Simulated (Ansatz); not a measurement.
TiAl₃: enthalpy against pressure

TiAl₃, I4/mmm, a = 3.816 Å, c = 8.554 Å. Ansatz: PBEsol, PAW, 420 eV, Γ-centred 16×16×16 mesh on 4 atoms, Gaussian smearing 0.10 eV; no spin polarisation. Cell and atoms are relaxed at each pressure, and no other structure is tried, so the rows at high pressure may lie past a change of phase. y is the enthalpy over the state at zero pressure; there V0 = 15.567 Å³/atom. The pressures are the targets, met within 0.06 GPa.

| P (GPa) | y (eV/atom) |
| --- | --- |
| -1.0 | -0.0976 |
| 0.0 | 0.0000 |
| 1.0 | 0.0967 |
| 4.0 | 0.3820 |
| 12.0 | 1.1121 |
| 25.0 | 2.2240 |
| 50.0 | ? |
| 90.0 | 6.9842 |

Task: Fit y = c1 P + c2 P² + c3 P³ to the other rows, say what c1 and c2 mean, and predict the missing value.

Result: Least squares on the rows shown. y = 0.096660 P − 0.00034535 P² + 1.4844×10⁻⁶ P³. Since dH/dP = V, c1 is V0: 0.096660 eV/GPa × 160.2 = 15.485 Å³ against 15.567; c2 = −V0/(2B0) gives B0 = 140 GPa, where a Birch–Murnaghan fit to the volumes of the same runs (not shown) gives 112 GPa: a cubic over this range folds the higher terms into c2. Above P = −c2/(3 c3) = 78 GPa the cubic's slope, the volume, would rise with pressure, so the form fails there. At P = 50.0 the fit asked for gives 4.1552 eV/atom. The run gave 4.1804 eV/atom, so the fit is 0.0252 eV/atom too low, 0.36 % of the span of the series, against an rms of 0.0005 eV/atom on the fitted rows. With a term in P⁴ added, a fit to the same known rows predicts 4.1993 eV/atom, a smaller miss on the other side.

The mesh isn't the same in all rows (16×16×16, 18×18×18).